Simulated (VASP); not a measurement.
# Ru in VASP: work function with PBE

Aim: the work function of Ru with PBE.

Program: VASP 6.6.1. These are calculated values, not measurements. Logs are shortened: lines on timing, memory, paths and dates and some standing lists are left out, and cuts for length are marked.

## 1. The structure

The cell holds a slab with vacuum, 4 atoms: a = 2.719 Å, b = 2.719 Å, c = 21.245 Å, α = 90.00°, β = 90.00°, γ = 120.00°.

The cell was built by a generator and needn't be a form met in nature.

## 2. Work function, PBE

INCAR

```
SYSTEM = Ru
ALGO = Fast
DIPOL = 0.5 0.5 0.500
EDIFF = 1E-6
ENCUT = 520
GGA = PE
IDIPOL = 3
ISIF = 2
ISMEAR = 1
LASPH = .True.
LCHARG = .True.
LDIPOL = .True.
LELF = .True.
LREAL = .False.
LVACPOTAV = .True.
LVHAR = .True.
LWAVE = .False.
NELM = 80
PREC = Accurate
SIGMA = 0.1
```

KPOINTS

```
k-points
0
Gamma
  14 14 1
  0 0 0
```

POSCAR

```
Ru                                      
1.0
    2.7193470000      0.0000000000      0.0000000000
   -1.3596735000      2.3550235400      0.0000000000
    0.0000000000      0.0000000000     21.2445491100
  Ru            
     4
Selective dynamics
Direct
     0.3333330000000032    0.6666669999999968    0.3483246400000013   F   F   F
     0.6666669999999968    0.3333330000000032    0.4458864225745012   T   T   T
     0.3333330000000032    0.6666669999999968    0.5475913066854893   T   T   T
     0.6666669999999968    0.3333330000000032    0.6451858022670190   T   T   T
```

Potentials or basis: VASP PAW PBE potentials, release 64 (Ru_pv).

The run is started by

```
cat potpaw_PBE.64/Ru_pv/POTCAR > POTCAR
mpirun -np 1 vasp_std > vasp.out
```

OUTCAR:

```text
SYSTEM = Ru
   EDIFF = 1E-6
   ENCUT = 520
   GGA = PE
   ISIF = 2
   ISMEAR = 1
   LASPH = .True.
   LREAL = .False.
   NELM = 80
   PREC = Accurate

 ion  position               nearest neighbor table
   1  0.333  0.667  0.348-   2 2.60   2 2.60   2 2.60
   2  0.667  0.333  0.446-   1 2.60   1 2.60   1 2.60   3 2.67   3 2.67   3 2.67
   3  0.333  0.667  0.548-   4 2.60   4 2.60   4 2.60   2 2.67   2 2.67   2 2.67
   4  0.667  0.333  0.645-   3 2.60   3 2.60   3 2.60

  LATTYP: Found a hexagonal cell.
 ALAT       =     2.7193470000
 C/A-ratio  =     7.8123715399

  Lattice vectors:

 A1 = (   2.7193470000,   0.0000000000,   0.0000000000)
 A2 = (  -1.3596735000,   2.3550235400,   0.0000000000)
 A3 = (   0.0000000000,   0.0000000000,  21.2445491100)

Analysis of symmetry for initial positions (statically):
=====================================================================
 Subroutine PRICEL returns:
 Original cell was already a primitive cell.

 Routine SETGRP: Setting up the symmetry group for a
 hexagonal supercell.

 Subroutine GETGRP returns: Found  6 space group operations
 (whereof  6 operations were pure point group operations)
 out of a pool of 24 trial point group operations.

The static configuration has the point symmetry C_3v.

Analysis of symmetry for dynamics (positions and initial velocities):
=====================================================================
 Subroutine PRICEL returns:
 Original cell was already a primitive cell.

 Routine SETGRP: Setting up the symmetry group for a
 hexagonal supercell.

 Subroutine GETGRP returns: Found  6 space group operations
 (whereof  6 operations were pure point group operations)
 out of a pool of 24 trial point group operations.

The dynamic configuration has the point symmetry C_3v.

Analysis of constrained symmetry for selective dynamics:
=====================================================================
 Subroutine PRICEL returns:
 Original cell was already a primitive cell.

 Routine SETGRP: Setting up the symmetry group for a
 hexagonal supercell.

 Subroutine GETGRP returns: Found  6 space group operations
 (whereof  6 operations were pure point group operations)
 out of a pool of 24 trial point group operations.

The constrained configuration has the point symmetry C_3v.

 Subroutine INISYM returns: Found  6 space group operations
 (whereof  6 operations are pure point group operations),
 and found     1 'primitive' translations

----------------------------------------------------------------------------------------

                                     Primitive cell

  volume of cell :     136.0528

  direct lattice vectors                    reciprocal lattice vectors
     2.719347000  0.000000000  0.000000000     0.367735342  0.212312103  0.000000000
    -1.359673500  2.355023540  0.000000000     0.000000000  0.424624206  0.000000000
     0.000000000  0.000000000 21.244549110     0.000000000  0.000000000  0.047070898

  length of vectors
     2.719347000  2.719346962 21.244549110     0.424624200  0.424624206  0.047070898

  position of ions in fractional coordinates (direct lattice)
     0.333333000  0.666667000  0.348324640
     0.666667000  0.333333000  0.445886423
     0.333333000  0.666667000  0.547591307
     0.666667000  0.333333000  0.645185802

  ion indices of the primitive-cell ions
   primitive index   ion index
                 1           1
                 2           2
                 3           3
                 4           4

----------------------------------------------------------------------------------------

 KPOINTS: k-points

Automatic generation of k-mesh.
 Grid dimensions read from file:
 generate k-points for:   14   14    1

 Generating k-lattice:

  Cartesian coordinates                     Fractional coordinates (reciprocal lattice)
     0.026266810  0.015165150  0.000000000     0.071428571  0.000000000  0.000000000
     0.000000000  0.030330300  0.000000000     0.000000000  0.071428571  0.000000000
     0.000000000  0.000000000  0.047070898     0.000000000  0.000000000  1.000000000

  Length of vectors
     0.030330300  0.030330300  0.047070898

  Shift w.r.t. Gamma in fractional coordinates (k-lattice)
     0.000000000  0.000000000  0.000000000

 Subroutine IBZKPT returns following result:
 ===========================================

 Found     24 irreducible k-points:

 Following reciprocal coordinates:
            Coordinates               Weight
  0.000000  0.000000  0.000000      1.000000
  0.071429  0.000000  0.000000      6.000000
  0.142857 -0.000000  0.000000      6.000000
  0.214286  0.000000  0.000000      6.000000
  0.285714  0.000000  0.000000      6.000000
  0.357143 -0.000000  0.000000      6.000000
[... 16 lines left out ...]
  0.285714  0.285714  0.000000      6.000000
  0.357143  0.285714  0.000000      6.000000
   k-points           NKPTS =     24   k-points in BZ     NKDIM =     24   number of bands    NBANDS=     33
   number of dos      NEDOS =    301   number of ions     NIONS =      4
   total plane-waves  NPLWV =  64000
   dimension x,y,z NGX =    20 NGY =   20 NGZ =  160
   dimension x,y,z NGXF=    40 NGYF=   40 NGZF=  320
   ions per type =               4
   NGX,Y,Z   is equivalent  to a cutoff of  12.23, 12.23, 12.52 a.u.
   NGXF,Y,Z  is equivalent  to a cutoff of  24.45, 24.45, 25.04 a.u.
 SYSTEM =  Ru
   PREC   = accura    normal or accurate (medium, high low for compatibility)
   ISTART =      0    job   : 0-new  1-cont  2-samecut
   ICHARG =      2    charge: 1-file 2-atom 10-const
   ISPIN  =      1    spin polarized calculation?
   LNONCOLLINEAR =      F non collinear calculations
   LSORBIT =      F    spin-orbit coupling
   LASPH  =      T    aspherical Exc in radial PAW
   ENCUT  =  520.0 eV  38.22 Ry    6.18 a.u.   5.06  5.06 39.50*2*pi/ulx,y,z
   NELM   =     80;   NELMIN=  2; NELMDL= -5     # of ELM steps
   EDIFF  = 0.1E-05   stopping-criterion for ELM
   LREAL  =      F    real-space projection
   EDIFFG = 0.1E-04   stopping-criterion for IOM
   NSW    =      0    number of steps for IOM
   IBRION =     -1    ionic relax: 0-MD 1-quasi-New 2-CG
   NFREE  =      0    steps in history (QN), initial steepest desc. (CG)
   ISIF   =      2    stress and relaxation
   ISYM   =      2    0-nonsym 1-usesym 2-fastsym
   POTIM  = 0.5000    time-step for ionic-motion
   TEBEG  =    0.0;   TEEND  =   0.0 temperature during run
   PSTRESS=    0.0 pullay stress
   NELECT =      56.0000    total number of electrons
   NUPDOWN=      -1.0000    fix difference up-down
   EMIN   =  10.00;   EMAX   =-10.00  energy-range for DOS
   EFERMI =   0.00;   METHOD = LEGACY
   ISMEAR =     1;   SIGMA  =   0.10  broadening in eV -4-tet -1-fermi 0-gaus
   EFERMI_NEDOS =   21; number of points for ismear=-14 and -15
   IALGO  =     68    algorithm
   IMIX   =      4    mixing-type and parameters
     AMIX     =   0.40;   BMIX     =  1.00
     AMIX_MAG =   1.60;   BMIX_MAG =  1.00
  volume/ion in A,a.u.               =      34.01       229.53
  Fermi-wavevector in a.u.,A,eV,Ry     =   1.217779  2.301268 20.177235  1.482985
  Thomas-Fermi vector in A             =   2.353088
   LORBIT       =      0    0 simple, 1 ext, 2 COOP (PROOUT), +10 PAW based schemes
   GGA     = PE    functional components
   LHFCALC =     F    Hartree Fock is set to
   AEXX    =    0.0000 exact exchange contribution
   IVDW    =     0    specifies the selected vdW correction
   LEPSILON=     F    determine dielectric tensor
   LRPA    =     F    only Hartree local field effects (RPA)
 non-spin polarized calculation
 RMM-DIIS sequential band-by-band and
 Methfessel and Paxton  Order N= 1 SIGMA  =   0.10
  energy-cutoff  :      520.00
  volume of cell :      136.05
 maximum number of plane-waves:      3709
   NGX = 11   NGY = 11   NGZ = 79

 dipolmoment           0.000000      0.000000     -0.000147 electrons x Angstroem

 number of electron      56.0000014 magnetization

 dipolmoment           0.000000      0.000000      0.000004 electrons x Angstroem

 Free energy of the ion-electron system (eV)
  ---------------------------------------------------
  ext. energy  EPLUGINS =         0.00000000
  ---------------------------------------------------
  free energy    TOTEN  =       -34.81042750 eV

  energy without entropy =      -34.80918740  energy(sigma->0) =      -34.81001414

 E-fermi :   2.1820     XC(G=0):  -6.6000

 val. band max:        2.1791994917   @ k =   0.2857   0.0714   0.0000
 cond. band min:       2.1867452580   @ k =   0.2143   0.0000   0.0000
 fundamental gap:      0.0075457663
 Fermi energy:         2.1820172544

 k-point     1 :       0.0000    0.0000    0.0000
  band No.  band energies     occupation
      1     -41.4459      2.00000
      2     -41.0475      2.00000
      3     -40.6540      2.00000
      4     -40.6540      2.00000
      5     -40.5770      2.00000
      6     -40.5770      2.00000
[... 25 lines left out ...]
     32       2.3431     -0.04510
     33       3.3418     -0.00000

 k-point     2 :       0.0714    0.0000    0.0000
  band No.  band energies     occupation
      1     -41.4330      2.00000
      2     -41.0484      2.00000
      3     -40.6834      2.00000
      4     -40.6646      2.00000
      5     -40.6348      2.00000
      6     -40.5844      2.00000
[... 25 lines left out ...]
     32       2.2284      0.30045
     33       2.5492     -0.00000
[... 754 lines left out ...]
     32       3.6923     -0.00000
     33       7.5185      0.00000

 k-point    24 :       0.3571    0.2857    0.0000
  band No.  band energies     occupation
      1     -41.2862      2.00000
      2     -41.2686      2.00000
      3     -41.1768      2.00000
      4     -41.0358      2.00000
      5     -40.9895      2.00000
      6     -40.9661      2.00000
[... 25 lines left out ...]
     32       3.4348     -0.00000
     33       8.8526      0.00000

------------------------ aborting loop because EDIFF is reached ----------------------------------------

  FORCE on cell =-STRESS in cart. coord.  units (eV):
  Direction    XX          YY          ZZ          XY          YZ          ZX
  --------------------------------------------------------------------------------------
  -------------------------------------------------------------------------------------
  Total       -2.7065075     -2.7065074     -0.0177448     -0.0000000      0.0000000      0.0000000
  in kB      -31.8722279    -31.8722267     -0.2089648     -0.0000000      0.0000000      0.0000000
  external PRESSURE =     -21.3178065 kB  Pullay stress =       0.0000000 kB

 VOLUME and BASIS-vectors are now :
 -----------------------------------------------------------------------------
  energy-cutoff  :      520.00
  volume of cell :      136.05
      direct lattice vectors                 reciprocal lattice vectors
     2.719347000  0.000000000  0.000000000     0.367735342  0.212312103  0.000000000
    -1.359673500  2.355023540  0.000000000     0.000000000  0.424624206  0.000000000
     0.000000000  0.000000000 21.244549110     0.000000000  0.000000000  0.047070898

 POSITION                                       TOTAL-FORCE (eV/Angst)
 -----------------------------------------------------------------------------------
     -0.00000      1.57002      7.40000        -0.000000      0.000000     -0.008201
      1.35967      0.78501      9.47266        -0.000000      0.000000      0.001888
     -0.00000      1.57002     11.63333         0.000000      0.000000      0.004961
      1.35967      0.78501     13.70668         0.000000     -0.000000      0.001353
 -----------------------------------------------------------------------------------
    total drift:                               -0.000000     -0.000000      0.000492

  FREE ENERGIE OF THE ION-ELECTRON SYSTEM (eV)
  ---------------------------------------------------
  free  energy   TOTEN  =       -34.8104275010 eV

  energy  without entropy=      -34.8091874041  energy(sigma->0) =      -34.81001414

 vacuum level on the upper side and lower side of the slab         7.215         7.215
```

It took 1.7 min on 1 thread of AMD EPYC 9R45 (Zen 5), shared host; peak memory 0.24 GiB.

Results:

| Item | Value |
| --- | --- |
| Free energy | -34.8104 eV |
| Largest force | 0.008 eV/Å |
| Band gap on the k mesh | none (metal or under the smearing width) |
| Work function of the upper face | 5.03 eV |
| Work function of the lower face | 5.03 eV |

Forces in eV/Å, atoms in the order of the input:
```
Ru   0.000  0.000 -0.008
Ru   0.000  0.000  0.002
Ru   0.000  0.000  0.005
Ru   0.000  0.000  0.001
```

Levels at points of the mesh, in eV from the Fermi level:
| k point | band 25 | band 26 | band 27 | band 28 | band 29 | band 30 | band 31 | band 32 |
| --- | --- | --- | --- | --- | --- | --- | --- | --- |
| (0.00, 0.00, 0.00) | -2.07 | -2.07 | -1.72 | -0.88 | -0.88 | 0.09 | 0.09 | 0.16 |
| (0.50, 0.00, 0.00) | 0.14 | 0.15 | 1.03 | 1.34 | 1.37 | 1.52 | 1.89 | 1.93 |
